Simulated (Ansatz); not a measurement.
## Te$_{2}$Mo: course of a relaxation

Computed with DFT PBEsol, scalar-relativistic, plane waves, PAW in Ansatz 0.2.0. Run with 420 eV cutoff, 12×12×2 k-mesh, Gaussian smearing of 0.02 eV, no spin polarisation.

What was changed: strain along c alone, the other axes held, atoms relaxed: +4.0 %.

Command:

```bash
ansatz run input.yaml --threads 1 --pin off --max-ram 2560MiB --backend cpu --events-out ev --progress --plain --runs-dir out
```

Input:

```yaml
crystal:
  lattice:
    - [3.4941841252, 0.0, 0.0]
    - [-1.7470920626, 3.0260522179, 0.0]
    - [0.0, 0.0, 14.5658529739]
  atoms:
    - { symbol: Te, position: [0.3333333333, 0.6666666667, 0.6235031704] }
    - { symbol: Te, position: [0.6666666667, 0.3333333333, 0.1235031704] }
    - { symbol: Te, position: [0.6666666667, 0.3333333333, 0.3764968296] }
    - { symbol: Te, position: [0.3333333333, 0.6666666667, 0.8764968296] }
    - { symbol: Mo, position: [0.3333333333, 0.6666666667, 0.25] }
    - { symbol: Mo, position: [0.6666666667, 0.3333333333, 0.75] }
basis:
  ecutwfc: 420
kpoints:
  mp_grid: { grid: [12, 12, 2] }
hamiltonian:
  xc: pbesol
scf:
  occupations: { method: gaussian, width: 0.02 }
output:
  forces: true
  stress: true
  eigenvalues: true
  write_density: true
  write_potential: true
  elf: true
  volumetric_format: npy
relax:
  adjacent_minimum: "off"
  f_tol: 0.008
  max_steps: 40
```

F is the free energy.

At step 2 the energy rises: a step can overshoot before the optimiser corrects it.

Steps:

```
step F − F(1) (eV) largest force component (eV/Å)
   1         0.0000                           0.456
   2         0.2059                           1.389
   3        -0.0320                           0.031
   4        -0.0321                           0.000
```

Relaxed structure:

```cif
data_structure
_symmetry_space_group_name_H-M 'P 1'
_symmetry_Int_Tables_number 1
_cell_length_a 3.4942
_cell_length_b 3.4942
_cell_length_c 14.5659
_cell_angle_alpha 90.000
_cell_angle_beta 90.000
_cell_angle_gamma 120.000
_cell_volume 154.01
loop_
_atom_site_label
_atom_site_type_symbol
_atom_site_fract_x
_atom_site_fract_y
_atom_site_fract_z
_atom_site_occupancy
Te1 Te 0.33333 0.66667 0.62588 1
Te2 Te 0.66667 0.33333 0.12588 1
Te3 Te 0.66667 0.33333 0.37412 1
Te4 Te 0.33333 0.66667 0.87412 1
Mo1 Mo 0.33333 0.66667 0.25000 1
Mo2 Mo 0.66667 0.33333 0.75000 1
```

Symmetry: P6_3/mmc, No. 194, hexagonal system. The conventional cell has a = 3.494 Å, b = 3.494 Å, c = 14.566 Å, α = 90.00°, β = 90.00°, γ = 120.00°. Around Te (site symmetry 3m) lie 3 Mo at 2.71 Å. Around Mo (site symmetry -6m2) lie 6 Te at 2.71 Å.

The run converged. The run took 77 s on 1 thread of Intel(R) Xeon(R) Platinum 8488C (Sapphire Rapids), on a shared host, peak memory 0.63 GiB.